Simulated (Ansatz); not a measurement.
# Li (Im-3m) in Ansatz: equation of state

How stiff is Li in PBE, and what volume does it want? The cell is scaled to several volumes.

All numbers are computed with Ansatz 0.2.0; they aren't measurements. Logs are shortened: lines on timing, memory, paths and dates and some standing lists are left out, and cuts for length are marked.

### 1 The crystal as given

Symmetry: Im-3m, No. 229, cubic system. Conventional cell: a = 3.509 Å, b = 3.509 Å, c = 3.509 Å, α = 90.00°, β = 90.00°, γ = 90.00°. Li (site symmetry m-3m) is surrounded by 8 Li at 3.04 Å.

### 2 Single point, PBE, 20.31 Å³/atom (volume scaled by 0.94)

The input, input.yaml:

```yaml
crystal:
  lattice:
    - [-1.7188307657, 1.7188307657, 1.7188307657]
    - [1.7188307657, -1.7188307657, 1.7188307657]
    - [1.7188307657, 1.7188307657, -1.7188307657]
  atoms:
    - { symbol: Li, position: [0.0, 0.0, 0.0] }
hamiltonian:
  xc: pbe
  pseudopotentials: { kind: paw }
kpoints:
  mp_grid: { grid: [11, 11, 11] }
scf:
  occupations: { method: fermi_dirac, width: 0.05 }
output:
  forces: true
  stress: true
  eigenvalues: true
```

Potentials or basis: Ansatz PAW.

Launch:

```sh
$ ansatz run input.yaml --threads 1 --pin off --max-ram 2560MiB --backend cpu --events-out ev --progress --plain --runs-dir out
```

The program printed:

```text
Warning: RAYON_NUM_THREADS=1 ignored (pool sized by the plan → 1); use --threads N
Engine: ansatz 0.2.0, x86_64-unknown-linux-gnu
Pseudopotentials: kind: paw
Pseudopotential: Li, paw, valence charge 3, recommended cutoff 420 eV (normal), Li.paw.azcp
Functional definition: PBE
  parameter kappa = 0.804
  parameter beta = 0.06672455060314922
  exchange = pbe_x(kappa = kappa, mu = beta*pi^2/3)
  correlation = pbe_c(beta = beta)
Crystal: 1 atoms, lattice volume = 20.312 Å³
Basis set: ecut = 420 eV, 381 PW (Γ), exchange–correlation on 40×40×40 points (8 copies of the dense FFT grid, shifted against one another)
Bands: 6, of which v1, the nominal top of the filled ones, is band 2 counted from 1 (1 counted from 0)
Symmetry: 48 space group operations
Space group: Im-3m (ITA 229), of the structure as read, at distance tolerance 2.7e-5 Å
k-points: 56 of 1331
Non-local potential: Li, projectors of the file, l = 0: 3, l = 1: 2, l = 2: 1
PAW form: soft (Blöchl's): semilocal exchange-correlation on the pseudo side does not see the compensation charge
PAW one-centre angular grid: Li, 110 points (default); XC on 64 Gauss nodes
Initial density: superposition of atomic densities (neutral atoms: chi_scale 0, normalization atom), corrected by the library's trained network
Initial wavefunctions: pseudopotential atomic-orbital guess
Functional: x = pbe(κ = 0.804, μ = 0.2195149727645171), c = pbe(β = 0.06672455060314922)
SCF iter   1: F=—  HF=-204.691864 eV  |F-HF|=—  |Δ(HF+E_count)|=         —  Δρ=1.34e-4  dr2=2.77e-6  ethr=1.77e-3  ⟨swp⟩=4.2  Hψ=2656  notcnv=0
preconditioner: auto → none  [insulator: Δε(μ)=0.182 eV  Ē_g=10.660 eV  σ=0.050 eV  W_gap=0.51  n_scr=0 (ndim 8)  ℏωp=8.2 eV  f_vac=0.000  D(μ)=0.48/eV (n_scr^D=0)  ε∞_Penn≈1.6]
SCF iter   2: F=—  HF=-204.691851 eV  |F-HF|=—  |Δ(HF+E_count)|=   1.31e-5  Δρ=6.77e-5  dr2=7.17e-7  ethr=9.23e-8  ⟨swp⟩=2.0  Hψ=866  notcnv=0
iter 3 did not close the SCF: its close was put off for the readings that it lacked (scf_convergence_deferred on its scf_iter line)
SCF iter   3: F=-204.691851 eV  HF=-204.691851 eV  |F-HF|=3.52e-9  |Δ(HF+E_count)|=   1.07e-7  Δρ=4.84e-6  dr2=1.95e-9  ethr=2.39e-8  ⟨swp⟩=2.0  Hψ=407  notcnv=0
iter 4 did not close the SCF: its close was put off for the readings that it lacked (scf_convergence_deferred on its scf_iter line)
SCF iter   4: F=-204.691851 eV  HF=-204.691851 eV  |F-HF|=1.31e-10  |Δ(HF+E_count)|=   4.01e-9  Δρ=8.49e-7  dr2=9.42e-11  ethr=6.48e-11  ⟨swp⟩=2.0  Hψ=407  notcnv=0
iter 5 did not close the SCF: its close was put off for the readings that it lacked (scf_convergence_deferred on its scf_iter line)
SCF iter   5: F=-204.691851 eV  HF=-204.691851 eV  |F-HF|=0.00e0  |Δ(HF+E_count)|=  1.43e-10  Δρ=7.95e-8  dr2=5.21e-13  ethr=3.14e-12  ⟨swp⟩=2.4  Hψ=404  notcnv=0
SCF iter   6: F=-204.691851 eV  HF=-204.691851 eV  |F-HF|=5.68e-14  |Δ(HF+E_count)|=    0.00e0  Δρ=1.00e-9  dr2=1.29e-16  ethr=1.00e-12  ⟨swp⟩=1.5  Hψ=968  notcnv=0
SCF 1 converged in 6 iterations: F = -204.691851 eV  dr2 = 1.29e-16
SCF converged after 6 iterations
Free energy (F): -204.691851 eV
Harris-Foulkes:  -204.691851 eV  (|F-HF|=5.68e-14)
Internal energy: -204.688133 eV  (E = F + TS)
E sigma→0 (E₀):  -204.689992 eV
Entropy (-TS):   -0.003718 eV (-3.718 meV/atom)
Fermi energy:    1.031399 eV
--- Per-component energies (eV) ---
  E_band       = -91.341399
  E_kinetic    = 21.191339
  E_local      = -132.225051  (includes V_loc(G=0)·N_el)
  E_nonlocal   = -33.244643
  E_hartree    = 39.262882
  E_xc         = -10.063728
  E_vxc        = -12.954519  (∫ρ·V_xc dr)
  E_paw        = -21.010986  (= ΣΔE_a)
  E_vpaw       = -12.634290  (= ΣTr[D̂ρ^β])
  E_aug_tail   = 0.000001  (compensation charges beyond the density's cutoff)
  E_ewald      = -68.597946
  E_smearing   = -0.003718  (= −TS)
  E_closure    = 0.000000  (closes the sum)
  Σ components = -204.691851   (vs F -204.691851, Δ=0.00e0)
--- Forces (eV/Å), atoms counted from 1 ---
  atom   1  Li     0.00000000     0.00000000     0.00000000
  max |Σ_I F_I| component: 1.39e-32 eV/Å
--- Stress (GPa, compression-positive) ---
       -0.050953      -0.000000       0.000000
       -0.000000      -0.050953      -0.000000
        0.000000      -0.000000      -0.050953
  P = ⅓ Tr σ = -0.0510 GPa (-0.510 kbar)
--- Band table (eV; the first three rows and the last of 56) ---
  k-point 0: bands = ["-45.5016", "-2.5546", "15.6012", "15.6012", "15.6012", "20.3606"]
  k-point 1: bands = ["-45.5001", "-2.3980", "14.5340", "14.8834", "15.3304", "18.6341"]
  k-point 2: bands = ["-45.4960", "-1.9275", "11.8709", "13.6399", "14.6329", "17.1814"]
  k-point 55: bands = ["-45.4698", "5.5333", "6.6322", "6.6322", "8.8870", "9.9195"]
```

Run time: 0.49 s. Hardware: 1 thread of AMD EPYC 7B13 (Zen 3), shared host; peak memory 0.3 GiB.

Results:

* Free energy: -204.6919 eV
* Pressure: -0.1 GPa
* Band gap on the k mesh: none (metal or under the smearing width)

### 3 Single point, PBE, 20.74 Å³/atom (volume scaled by 0.96)

The input, input.yaml:

```yaml
crystal:
  lattice:
    - [-1.7309356065, 1.7309356065, 1.7309356065]
    - [1.7309356065, -1.7309356065, 1.7309356065]
    - [1.7309356065, 1.7309356065, -1.7309356065]
  atoms:
    - { symbol: Li, position: [0.0, 0.0, 0.0] }
hamiltonian:
  xc: pbe
  pseudopotentials: { kind: paw }
kpoints:
  mp_grid: { grid: [11, 11, 11] }
scf:
  occupations: { method: fermi_dirac, width: 0.05 }
output:
  forces: true
  stress: true
  eigenvalues: true
  write_density: true
  write_potential: true
  elf: true
  volumetric_format: npy
```

Potentials or basis: Ansatz PAW.

Launch:

```sh
$ ansatz run input.yaml --threads 1 --pin off --max-ram 2560MiB --backend cpu --events-out ev --progress --plain --runs-dir out
```

Wall time 0.68 s (1 thread of AMD EPYC 7B13 (Zen 3), shared host); peak memory 0.31 GiB.

Results (log left out):

```yaml
Free_energy: -204.6913 eV
Pressure: -0.3 GPa
Band_gap_on_the_k_mesh: none (metal or under the smearing width)
```

### 4 Single point, PBE, 21.18 Å³/atom (volume scaled by 0.98)

The input, input.yaml:

```yaml
crystal:
  lattice:
    - [-1.7428734707, 1.7428734707, 1.7428734707]
    - [1.7428734707, -1.7428734707, 1.7428734707]
    - [1.7428734707, 1.7428734707, -1.7428734707]
  atoms:
    - { symbol: Li, position: [0.0, 0.0, 0.0] }
hamiltonian:
  xc: pbe
  pseudopotentials: { kind: paw }
kpoints:
  mp_grid: { grid: [11, 11, 11] }
scf:
  occupations: { method: fermi_dirac, width: 0.05 }
output:
  forces: true
  stress: true
  eigenvalues: true
```

Launch:

```sh
$ ansatz run input.yaml --threads 1 --pin off --max-ram 2560MiB --backend cpu --events-out ev --progress --plain --runs-dir out
```

Wall time 0.5 s (1 thread of AMD EPYC 7B13 (Zen 3), shared host); peak memory 0.31 GiB.

The run converged. Its results:

```yaml
Free_energy: -204.6901 eV
Pressure: -0.6 GPa
Band_gap_on_the_k_mesh: none (metal or under the smearing width)
```

### 5 Single point, PBE, 21.61 Å³/atom

input.yaml: that of step 4 with these lines changed.

```diff
@@ -2,5 +2,5 @@
   lattice:
-    - [-1.7428734707, 1.7428734707, 1.7428734707]
-    - [1.7428734707, -1.7428734707, 1.7428734707]
-    - [1.7428734707, 1.7428734707, -1.7428734707]
+    - [-1.75465, 1.75465, 1.75465]
+    - [1.75465, -1.75465, 1.75465]
+    - [1.75465, 1.75465, -1.75465]
   atoms:
```

Launch:

```sh
$ ansatz run input.yaml --threads 1 --pin off --max-ram 2560MiB --backend cpu --events-out ev --progress --plain --runs-dir out
```

Run time: 0.5 s. Hardware: 1 thread of AMD EPYC 7B13 (Zen 3), shared host; peak memory 0.32 GiB.

The run converged. Its results:

| Property | Result |
| --- | --- |
| Free energy | -204.6882 eV |
| Pressure | -0.8 GPa |
| Band gap on the k mesh | none (metal or under the smearing width) |

### 6 Single point, PBE, 22.04 Å³/atom (volume scaled by 1.02)

The input, input.yaml:

```yaml
crystal:
  lattice:
    - [-1.7662705373, 1.7662705373, 1.7662705373]
    - [1.7662705373, -1.7662705373, 1.7662705373]
    - [1.7662705373, 1.7662705373, -1.7662705373]
  atoms:
    - { symbol: Li, position: [0.0, 0.0, 0.0] }
hamiltonian:
  xc: pbe
  pseudopotentials: { kind: paw }
kpoints:
  mp_grid: { grid: [11, 11, 11] }
scf:
  occupations: { method: fermi_dirac, width: 0.05 }
output:
  forces: true
  stress: true
  eigenvalues: true
  write_density: true
  write_potential: true
  elf: true
  volumetric_format: npy
```

Potentials or basis: Ansatz PAW.

Launch:

```sh
$ ansatz run input.yaml --threads 1 --pin off --max-ram 2560MiB --backend cpu --events-out ev --progress --plain --runs-dir out
```

Wall time 0.64 s (1 thread of AMD EPYC 7B13 (Zen 3), shared host); peak memory 0.31 GiB.

It converged, with:

* Free energy: -204.6857 eV
* Pressure: -1.0 GPa
* Band gap on the k mesh: none (metal or under the smearing width)

### 7 Single point, PBE, 22.47 Å³/atom (volume scaled by 1.04)

input.yaml: that of step 6 with these lines changed.

```diff
@@ -2,5 +2,5 @@
   lattice:
-    - [-1.7662705373, 1.7662705373, 1.7662705373]
-    - [1.7662705373, -1.7662705373, 1.7662705373]
-    - [1.7662705373, 1.7662705373, -1.7662705373]
+    - [-1.7777401479, 1.7777401479, 1.7777401479]
+    - [1.7777401479, -1.7777401479, 1.7777401479]
+    - [1.7777401479, 1.7777401479, -1.7777401479]
   atoms:
```

Launch:

```sh
$ ansatz run input.yaml --threads 1 --pin off --max-ram 2560MiB --backend cpu --events-out ev --progress --plain --runs-dir out
```

Run time: 0.64 s. Hardware: 1 thread of AMD EPYC 7B13 (Zen 3), shared host; peak memory 0.31 GiB.

The run converged. Its results:

```yaml
Free_energy: -204.6826 eV
Pressure: -1.2 GPa
Band_gap_on_the_k_mesh: none (metal or under the smearing width)
```

### 8 Single point, PBE, 22.91 Å³/atom (volume scaled by 1.06)

The input, input.yaml:

```yaml
crystal:
  lattice:
    - [-1.7890636389, 1.7890636389, 1.7890636389]
    - [1.7890636389, -1.7890636389, 1.7890636389]
    - [1.7890636389, 1.7890636389, -1.7890636389]
  atoms:
    - { symbol: Li, position: [0.0, 0.0, 0.0] }
hamiltonian:
  xc: pbe
  pseudopotentials: { kind: paw }
kpoints:
  mp_grid: { grid: [11, 11, 11] }
scf:
  occupations: { method: fermi_dirac, width: 0.05 }
output:
  forces: true
  stress: true
  eigenvalues: true
```

Launch:

```sh
$ ansatz run input.yaml --threads 1 --pin off --max-ram 2560MiB --backend cpu --events-out ev --progress --plain --runs-dir out
```

Run time: 0.5 s. Hardware: 1 thread of AMD EPYC 7B13 (Zen 3), shared host; peak memory 0.32 GiB.

The run converged. Its results:

| Property | Result |
| --- | --- |
| Free energy | -204.6791 eV |
| Pressure | -1.4 GPa |
| Band gap on the k mesh | none (metal or under the smearing width) |

### 9 Equation of state, PBE

Potentials or basis: Ansatz PAW.

This step only gathers the single runs of the series.

Results:

```yaml
Equilibrium_volume: "20.24 Å³/atom (rough: see the caveat)"
Bulk_modulus: 13.9 GPa (rough)
```

Energy against volume, from the lowest point:
```
volume (Å³/atom)  energy (meV/atom)
          20.312               0.00
          20.744               0.52
          21.177               1.76
          21.609               3.66
          22.041               6.16
          22.473               9.21
          22.905              12.76
```

Caveat: the minimum lies outside the volumes run.
